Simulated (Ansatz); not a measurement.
# La2O3: the cell at several levels of theory

One table from this session's results is given with a row withheld; the runs are named, their logs left out.

Code: Ansatz 0.2.0. PAW datasets, plane waves, zero pressure. Spin-unpolarised throughout. Whether this structure exists isn't addressed.

**The system as given**

This is the cell as the run starts from it, not yet at rest; its lengths are not the crystal's.

Space group P-3m1 (No. 164), trigonal; a = 4.583 Å, c = 7.149 Å in the conventional setting, 26.01 Å³ an atom. La has 7 O at 2.76–3.17 Å; O has 6 La at 3.17 Å; O has 4 La at 2.76–2.86 Å.

Structure file:

```
CELL_PARAMETERS angstrom
4.58279 0.00000 0.00000
-2.29139 3.96881 0.00000
0.00000 0.00000 7.14915
ATOMIC_POSITIONS crystal
La 0.33333 0.66667 0.24500
La 0.66667 0.33333 0.75500
O 0.00000 0.00000 0.00000
O 0.33333 0.66667 0.64500
O 0.66667 0.33333 0.35500
```

Set-up of the first run:

Contents of input.yaml:

```yaml
crystal:
  lattice:
    - [4.5827886, 0.0, 0.0]
    - [-2.2913943, 3.9688113478, 0.0]
    - [0.0, 0.0, 7.149150216]
  atoms:
    - { symbol: La, position: [0.3333333333, 0.6666666667, 0.245] }
    - { symbol: La, position: [0.6666666667, 0.3333333333, 0.755] }
    - { symbol: O, position: [0.0, 0.0, 0.0] }
    - { symbol: O, position: [0.3333333333, 0.6666666667, 0.645] }
    - { symbol: O, position: [0.6666666667, 0.3333333333, 0.355] }
kpoints:
  mp_grid: { grid: [6, 6, 4] }
hamiltonian:
  xc: pbe
scf:
  occupations: { method: fermi_dirac, width: 0.02 }
relax:
  f_tol: 0.005
  cell: {}
```

On the command line:

```sh
$ ansatz run input.yaml --threads 2 --pin off --max-ram 20275MiB --backend cpu --events-out ev --progress --plain --runs-dir out
```

Steps of the session up to this table: Relaxing with PBE; Relaxing with r2SCAN; Relaxation with PBEsol; LDA: cell and atoms.

One of the session's tables, all rows but one given; the rest of the session is left out.

| level | a (Å) | c (Å) | volume (Å³/atom) |
| --- | --- | --- | --- |
| PBE | 3.940 | 6.189 | 16.643 |
| r2SCAN | ? | ? | ? |
| PBEsol | 3.906 | 6.041 | 15.964 |
| LDA | 3.883 | 5.951 | 15.539 |

**Question.** Estimate the row for r2SCAN.

The run gave: a (Å): 3.935; c (Å): 6.126; volume (Å³/atom): 16.431. In the column «a (Å)» it lies between PBEsol (3.906) and PBE (3.940).

The volume runs from LDA (least) to PBE (most), a spread of 7.1 %, or 2.3 % in length if all axes shared it alike.
